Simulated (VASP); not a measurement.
# Te2Mo in VASP: equation of state

Aim: energy against volume of Te2Mo in PBE, for its equilibrium volume and stiffness.

All numbers are computed with VASP 6.6.1; they aren't measurements. Logs are shortened: lines on timing, memory, paths and dates and some standing lists are left out, and cuts for length are marked.

**1. The slab as given**

The cell holds a slab with vacuum, 3 atoms: a = 3.560 Å, b = 3.560 Å, c = 17.524 Å, α = 90.00°, β = 90.00°, γ = 120.00°.

**2. Equation of state, PBE, 60.27 Å³/atom (volume scaled by 0.94)**

The input, INCAR:

```
SYSTEM = Te2Mo
PREC = Accurate ; ENCUT = 520
EDIFF = 1E-7 ; ISMEAR = -1
SIGMA = 0.05 ; LREAL = .FALSE.
LASPH = .TRUE. ; NELM = 80
ALGO = Normal ; ISIF = 2
LWAVE = .FALSE. ; LCHARG = .FALSE.
GGA = PE ; NBANDS = 20
```

The input, KPOINTS:

```
Automatic mesh
0
G
  9 9 2
  0 0 0
```

The input, POSCAR:

```
Te2Mo
1.0
    3.4875546084      0.0000000000      0.0000000000
   -1.7437773042      3.0203108879      0.0000000000
    0.0000000000      0.0000000000     17.1663236088
Te Mo
2 1
Direct
    0.3333333333      0.6666666667      0.1021445500
    0.3333333333      0.6666666667      0.8978554500
    0.0000000000      0.0000000000      0.0000000000
```

Potentials or basis: VASP PAW PBE potentials, release 64 (Te, Mo_sv).

Command:

```bash
$ cat potpaw_PBE.64/Te/POTCAR potpaw_PBE.64/Mo_sv/POTCAR > POTCAR
$ mpirun -np 1 vasp_std > vasp.out
```

OUTCAR:

```text
SYSTEM = Te2Mo
   PREC = Accurate
   ENCUT = 520
   EDIFF = 1E-7
   ISMEAR = -1
   LREAL = .FALSE.
   LASPH = .TRUE.
   NELM = 80
   ISIF = 2
   GGA = PE

 Found     24 irreducible k-points:

 Following reciprocal coordinates:
            Coordinates               Weight
  0.000000  0.000000  0.000000      1.000000
  0.111111 -0.000000  0.000000      6.000000
  0.222222  0.000000  0.000000      6.000000
  0.333333 -0.000000  0.000000      6.000000
  0.444444  0.000000  0.000000      6.000000
  0.111111  0.111111  0.000000      6.000000
   k-points           NKPTS =     24   k-points in BZ     NKDIM =     24   number of bands    NBANDS=     20
   number of dos      NEDOS =    301   number of ions     NIONS =      3
   total plane-waves  NPLWV = 100352
   dimension x,y,z NGX =    28 NGY =   28 NGZ =  128
   dimension x,y,z NGXF=    56 NGYF=   56 NGZF=  256
   ions per type =               2   1
   NGX,Y,Z   is equivalent  to a cutoff of  13.35, 13.35, 12.40 a.u.
   NGXF,Y,Z  is equivalent  to a cutoff of  26.69, 26.69, 24.79 a.u.
 SYSTEM =  Te2Mo
   PREC   = accura    normal or accurate (medium, high low for compatibility)
   ISTART =      0    job   : 0-new  1-cont  2-samecut
   ICHARG =      2    charge: 1-file 2-atom 10-const
   ISPIN  =      1    spin polarized calculation?
   LNONCOLLINEAR =      F non collinear calculations
   LSORBIT =      F    spin-orbit coupling
   LASPH  =      T    aspherical Exc in radial PAW
   ENCUT  =  520.0 eV  38.22 Ry    6.18 a.u.   6.48  6.48 31.92*2*pi/ulx,y,z
   NELM   =     80;   NELMIN=  2; NELMDL= -5     # of ELM steps
   EDIFF  = 0.1E-06   stopping-criterion for ELM
   LREAL  =      F    real-space projection
   EDIFFG = 0.1E-05   stopping-criterion for IOM
   NSW    =      0    number of steps for IOM
   IBRION =     -1    ionic relax: 0-MD 1-quasi-New 2-CG
   NFREE  =      0    steps in history (QN), initial steepest desc. (CG)
   ISIF   =      2    stress and relaxation
   ISYM   =      2    0-nonsym 1-usesym 2-fastsym
   POTIM  = 0.5000    time-step for ionic-motion
   TEBEG  =    0.0;   TEEND  =   0.0 temperature during run
   PSTRESS=    0.0 pullay stress
   NELECT =      26.0000    total number of electrons
   NUPDOWN=      -1.0000    fix difference up-down
   EMIN   =  10.00;   EMAX   =-10.00  energy-range for DOS
   EFERMI =   0.00;   METHOD = LEGACY
   ISMEAR =    -1;   SIGMA  =   0.05  broadening in eV -4-tet -1-fermi 0-gaus
   EFERMI_NEDOS =   21; number of points for ismear=-14 and -15
   IALGO  =     38    algorithm
   IMIX   =      4    mixing-type and parameters
     AMIX     =   0.40;   BMIX     =  1.00
     AMIX_MAG =   1.60;   BMIX_MAG =  1.00
  volume/ion in A,a.u.               =      60.27       406.75
  Fermi-wavevector in a.u.,A,eV,Ry     =   0.857662  1.620745 10.008220  0.735583
  Thomas-Fermi vector in A             =   1.974749
   LORBIT       =      0    0 simple, 1 ext, 2 COOP (PROOUT), +10 PAW based schemes
   GGA     = PE    functional components
   LHFCALC =     F    Hartree Fock is set to
   AEXX    =    0.0000 exact exchange contribution
   IVDW    =     0    specifies the selected vdW correction
   LEPSILON=     F    determine dielectric tensor
   LRPA    =     F    only Hartree local field effects (RPA)
 non-spin polarized calculation
  energy-cutoff  :      520.00
  volume of cell :      180.82
 maximum number of plane-waves:      4947
 NGX is ok and might be reduce to    28
   NGX = 13   NGY = 13   NGZ = 63

 number of electron      26.0000002 magnetization

 Free energy of the ion-electron system (eV)
  ---------------------------------------------------
  ext. energy  EPLUGINS =         0.00000000
  ---------------------------------------------------
  free energy    TOTEN  =       -17.90489480 eV

  energy without entropy =      -17.90489410  energy(sigma->0) =      -17.90489445

 E-fermi :   0.9509     XC(G=0):  -4.8908

 val. band max:        0.3737100235   @ k =   0.3333   0.3333   0.5000
 cond. band min:       1.5225762078   @ k =   0.3333   0.3333   0.5000
 fundamental gap:      1.1488661843
 Fermi energy:         0.9509298197

 k-point     1 :       0.0000    0.0000    0.0000
  band No.  band energies     occupation
      1     -60.1667      2.00000
      2     -34.3648      2.00000
      3     -34.2298      2.00000
      4     -34.2298      2.00000
      5     -12.4727      2.00000
      6     -11.3613      2.00000
      7      -4.7783      2.00000
      8      -1.4267      2.00000
      9      -1.4267      2.00000
     10      -1.2858      2.00000
     11      -0.5522      2.00000
     12      -0.5522      2.00000
     13      -0.0539      2.00000
     14       3.7472      0.00000
     15       3.7472      0.00000
     16       4.1190      0.00000
     17       4.1190      0.00000
     18       4.6269      0.00000
     19       5.0802      0.00000
     20       6.1046      0.00000

 k-point     2 :       0.1111   -0.0000    0.0000
  band No.  band energies     occupation
      1     -60.1654      2.00000
      2     -34.3607      2.00000
      3     -34.2475      2.00000
      4     -34.2338      2.00000
      5     -12.2921      2.00000
      6     -11.2415      2.00000
      7      -4.5888      2.00000
      8      -1.7993      2.00000
      9      -1.6830      2.00000
     10      -1.2743      2.00000
     11      -0.7815      2.00000
     12      -0.3435      2.00000
     13      -0.0779      2.00000
     14       3.1218      0.00000
     15       3.1940      0.00000
     16       3.7254      0.00000
     17       3.9057      0.00000
     18       4.8828      0.00000
     19       5.2939      0.00000
     20       6.3565      0.00000

 k-point     3 :       0.2222    0.0000    0.0000
  band No.  band energies     occupation
      1     -60.1619      2.00000
      2     -34.3503      2.00000
      3     -34.2922      2.00000
      4     -34.2441      2.00000
      5     -11.7819      2.00000
      6     -10.9042      2.00000
      7      -4.1331      2.00000
      8      -2.6816      2.00000
      9      -2.4303      2.00000
     10      -1.2757      2.00000
     11      -0.8605      2.00000
     12      -0.5302      2.00000
     13      -0.3146      2.00000
     14       2.1792      0.00000
     15       2.7686      0.00000
     16       2.9595      0.00000
     17       4.1880      0.00000
     18       5.4076      0.00000
     19       5.8916      0.00000
     20       6.8311      0.00000

 k-point     4 :       0.3333   -0.0000    0.0000
  band No.  band energies     occupation
      1     -60.1580      2.00000
      2     -34.3425      2.00000
      3     -34.3385      2.00000
      4     -34.2557      2.00000
      5     -11.0608      2.00000
      6     -10.4368      2.00000
      7      -4.2667      2.00000
      8      -3.4166      2.00000
      9      -3.1836      2.00000
     10      -1.7410      2.00000
     11      -0.9658      2.00000
     12      -0.6296      2.00000
     13      -0.3285      2.00000
     14       2.0125      0.00000
     15       2.3014      0.00000
     16       3.2940      0.00000
     17       4.3698      0.00000
     18       6.0592      0.00000
     19       6.4459      0.00000
     20       6.5466      0.00000

 k-point     5 :       0.4444    0.0000    0.0000
  band No.  band energies     occupation
      1     -60.1554      2.00000
      2     -34.3750      2.00000
      3     -34.3307      2.00000
      4     -34.2633      2.00000
      5     -10.4371      2.00000
      6     -10.0531      2.00000
      7      -5.1004      2.00000
      8      -4.1948      2.00000
      9      -3.0806      2.00000
     10      -2.0080      2.00000
     11      -1.1569      2.00000
     12      -0.4493      2.00000
     13       0.0649      2.00000
     14       1.9467      0.00000
     15       2.2178      0.00000
     16       3.8621      0.00000
     17       4.4356      0.00000
     18       4.7749      0.00000
     19       6.4586      0.00000
     20       7.0474      0.00000

 k-point     6 :       0.1111    0.1111    0.0000
  band No.  band energies     occupation
      1     -60.1630      2.00000
      2     -34.3535      2.00000
      3     -34.2772      2.00000
      4     -34.2425      2.00000
      5     -11.9461      2.00000
      6     -11.0122      2.00000
      7      -4.2563      2.00000
      8      -2.3871      2.00000
      9      -2.1115      2.00000
     10      -1.4005      2.00000
     11      -1.0507      2.00000
     12      -0.1939      2.00000
     13      -0.1774      2.00000
     14       2.4152      0.00000
     15       2.6211      0.00000
     16       2.9981      0.00000
     17       4.0824      0.00000
     18       5.2642      0.00000
     19       5.7130      0.00000
     20       6.7383      0.00000

 [... further k-points ...]

------------------------ aborting loop because EDIFF is reached ----------------------------------------

  FORCE on cell =-STRESS in cart. coord.  units (eV):
  Direction    XX          YY          ZZ          XY          YZ          ZX
  --------------------------------------------------------------------------------------
  -------------------------------------------------------------------------------------
  Total        3.0075619      3.0075619      4.2360034     -0.0000000      0.0000000      0.0000000
  in kB       26.6486490     26.6486490     37.5333149     -0.0000000      0.0000000      0.0000000
  external PRESSURE =      30.2768710 kB  Pullay stress =       0.0000000 kB

 VOLUME and BASIS-vectors are now :
 -----------------------------------------------------------------------------
  energy-cutoff  :      520.00
  volume of cell :      180.82
      direct lattice vectors                 reciprocal lattice vectors
     3.487554608  0.000000000  0.000000000     0.286733861  0.165545872  0.000000000
    -1.743777304  3.020310888  0.000000000     0.000000000  0.331091744  0.000000000
     0.000000000  0.000000000 17.166323609     0.000000000  0.000000000  0.058253591

 POSITION                                       TOTAL-FORCE (eV/Angst)
 -----------------------------------------------------------------------------------
     -0.00000      2.01354      1.75345        -0.000000     -0.000000      1.211404
     -0.00000      2.01354     15.41288        -0.000000     -0.000000     -1.211404
      0.00000      0.00000      0.00000         0.000000      0.000000      0.000000
 -----------------------------------------------------------------------------------
    total drift:                                0.000000     -0.000000     -0.000000

  FREE ENERGIE OF THE ION-ELECTRON SYSTEM (eV)
  ---------------------------------------------------
  free  energy   TOTEN  =       -17.9048948026 eV

  energy  without entropy=      -17.9048940961  energy(sigma->0) =      -17.90489445
```

Wall time 1.7 min (1 thread of Intel Xeon 6975P-C (Granite Rapids), shared host); peak memory 0.34 GiB.

What came out:

```yaml
Free_energy: -17.9049 eV
Largest_force: 1.211 eV/Å
Band_gap_on_the_k_mesh: 1.15 eV, direct
```

Caveat: spin-orbit coupling is left out, which moves the levels of the heavy elements.

[end of part 1 of 2]
